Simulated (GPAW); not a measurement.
InAs: band structure with PBE

**Experimental background.**

A printed reference work, data compilation reports, for a bulk crystal of InAs at 4.2 K: band gap 0.418 eV (direct).

Crystal: InAs.

```
CELL_PARAMETERS angstrom
0.00000 3.01800 3.01800
3.01800 0.00000 3.01800
3.01800 3.01800 0.00000
ATOMIC_POSITIONS crystal
In 0.00000 0.00000 0.00000
As 0.75000 0.75000 0.75000
```

| Item | Value |
| --- | --- |
| Program | GPAW 26.7.0 |
| Task | band structure |
| Functional | PBE |
| Potentials or basis | GPAW PAW data sets (gpaw-data 1.2.1) |
| Basis | fd |
| Grid spacing | 0.2 Å |
| k mesh | 6 × 6 × 6 |
| Occupations | fermi-dirac, width 0.05 eV |
| Spin | no spin polarisation |
| Maxiter | 150 |
| Band path | GXWKGLUWLK,UX |
| Band points | 100 |

The band gap along the path is none (metal or under the smearing width).

Levels at the corners of the path, in eV from the Fermi level:
```tsv
point	band 5	band 6	band 7	band 8	band 9	band 10	band 11	band 12	band 13
Γ	-14.23	-11.93	-0.19	-0.04	-0.04	-0.04	3.85	3.85	3.85
X	-14.20	-9.89	-5.90	-2.39	-2.39	1.50	2.03	9.19	9.26
W	-14.22	-9.83	-5.75	-3.02	-2.94	4.20	4.26	4.97	6.05
K	-14.21	-9.90	-5.76	-3.34	-2.01	2.07	4.25	7.29	7.39
Γ	-14.23	-11.93	-0.19	-0.04	-0.04	-0.04	3.85	3.85	3.85
L	-14.22	-10.43	-5.83	-1.04	-1.04	0.93	4.64	4.64	6.84
U	-14.21	-9.90	-5.76	-3.34	-2.01	2.07	4.25	7.29	7.39
W	-14.22	-9.83	-5.75	-3.02	-2.94	4.20	4.26	4.97	6.05
L	-14.22	-10.43	-5.83	-1.04	-1.04	0.93	4.64	4.64	6.84
K	-14.21	-9.90	-5.76	-3.34	-2.01	2.07	4.25	7.29	7.39
U	-14.21	-9.90	-5.76	-3.34	-2.01	2.07	4.25	7.29	7.39
X	-14.20	-9.89	-5.90	-2.39	-2.39	1.50	2.03	9.19	9.26
```

Wall time 95 s on 1 thread of AMD EPYC 7B13 (Zen 3), with other jobs on the host, peak memory 0.44 GiB.

A measured gap of InAs is 0.418 eV (direct; 4.2 K; a printed reference work, data compilation); the calculated 0.00 eV misses it by -0.42 eV. Spin-orbit coupling on As, In is left out. The value is that of PBE, without temperature or zero-point motion. Semilocal functionals fall short of measured gaps as a rule.

Caveat: spin-orbit coupling is left out, which moves the levels of the heavy elements; this crystal is a semiconductor, whose small gap the functional closes, so the metal is an error of the method.
